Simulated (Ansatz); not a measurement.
Density of states of TiAl$_{3}$ (Pm-3m, a = 3.956 Å, b = 3.956 Å, c = 3.956 Å, α = 90.00°, β = 90.00°, γ = 90.00°), in states per eV and primitive cell, averaged over bins of 0.4 eV. Level of theory: Ansatz 0.2.0, DFT r2SCAN, scalar-relativistic, plane waves, PAW.

Plane waves to 500 eV, a k mesh through Γ of 10×10×10 on the computed 4-atom cell and Gaussian smearing (0.10 eV); no spin polarisation.

The cell is relaxed at this level. The states (both spins) are summed by tetrahedra on a 15×15×15 mesh at the self-consistent density. Energies are bin centres; the table starts no lower than −8 eV and ends at 6 eV, or lower where the solved bands end.

It is a metal at this level.

| E − E_F (eV) | total | Ti 3d | Al 3p | Al 3s | Ti 4s |
| --- | --- | --- | --- | --- | --- |
| -7.85 | 0.74 | 0.04 | 0.41 | 0.21 | 0.05 |
| -7.45 | 0.72 | 0.04 | 0.40 | 0.20 | 0.05 |
| -7.05 | 0.83 | 0.04 | 0.46 | 0.24 | 0.05 |
| -6.65 | 1.07 | 0.06 | 0.59 | 0.33 | 0.05 |
| -6.25 | 1.17 | 0.09 | 0.62 | 0.39 | 0.04 |
| -5.85 | 1.19 | 0.12 | 0.60 | 0.41 | 0.02 |
| -5.45 | 1.19 | 0.17 | 0.56 | 0.41 | 0.02 |
| -5.05 | 1.08 | 0.16 | 0.57 | 0.30 | 0.03 |
| -4.65 | 1.18 | 0.18 | 0.68 | 0.25 | 0.03 |
| -4.25 | 1.39 | 0.22 | 0.85 | 0.24 | 0.04 |
| -3.85 | 1.58 | 0.28 | 1.02 | 0.22 | 0.03 |
| -3.45 | 1.84 | 0.39 | 1.17 | 0.21 | 0.03 |
| -3.05 | 1.95 | 0.52 | 1.20 | 0.17 | 0.02 |
| -2.65 | 2.39 | 0.78 | 1.39 | 0.15 | 0.02 |
| -2.25 | 2.67 | 1.09 | 1.39 | 0.14 | 0.01 |
| -1.85 | 1.57 | 0.73 | 0.71 | 0.09 | 0.01 |
| -1.45 | 1.32 | 0.69 | 0.52 | 0.08 | 0.01 |
| -1.05 | 1.36 | 0.75 | 0.49 | 0.07 | 0.01 |
| -0.65 | 1.14 | 0.65 | 0.38 | 0.07 | 0.01 |
| -0.25 | 1.41 | 0.82 | 0.36 | 0.12 | 0.04 |
| 0.15 | 2.68 | 1.60 | 0.64 | 0.20 | 0.08 |
| 0.55 | 2.14 | 1.18 | 0.64 | 0.10 | 0.08 |
| 0.95 | 3.94 | 2.40 | 0.75 | 0.21 | 0.35 |
| 1.35 | 4.32 | 3.35 | 0.54 | 0.11 | 0.14 |
| 1.75 | 1.86 | 0.86 | 0.43 | 0.21 | 0.15 |
| 2.15 | 2.45 | 0.94 | 0.68 | 0.38 | 0.14 |
| 2.55 | 1.72 | 0.61 | 0.34 | 0.49 | 0.08 |
| 2.95 | 2.92 | 1.28 | 0.61 | 0.79 | 0.03 |
| 3.35 | 3.31 | 1.01 | 1.04 | 0.86 | 0.03 |
| 3.75 | 1.95 | 0.48 | 0.76 | 0.41 | 0.05 |
| 4.15 | 1.35 | 0.28 | 0.52 | 0.25 | 0.08 |
| 4.55 | 1.95 | 0.35 | 0.73 | 0.44 | 0.09 |
| 4.95 | 1.82 | 0.28 | 0.77 | 0.38 | 0.07 |
| 5.35 | 1.37 | 0.25 | 0.61 | 0.23 | 0.05 |
| 5.75 | 2.39 | 0.42 | 1.19 | 0.37 | 0.05 |

The columns after the total are the Löwdin projections on the occupied valence shells of the potentials. The rest of the total lies in shells that are empty in the free atom, which aren't projected, and between the atoms.

This form isn't the usual stable structure of the compound.

Cost: 1 run of about 0.39 core-minutes, on Intel Xeon 6975P-C (Granite Rapids) (shared hosts).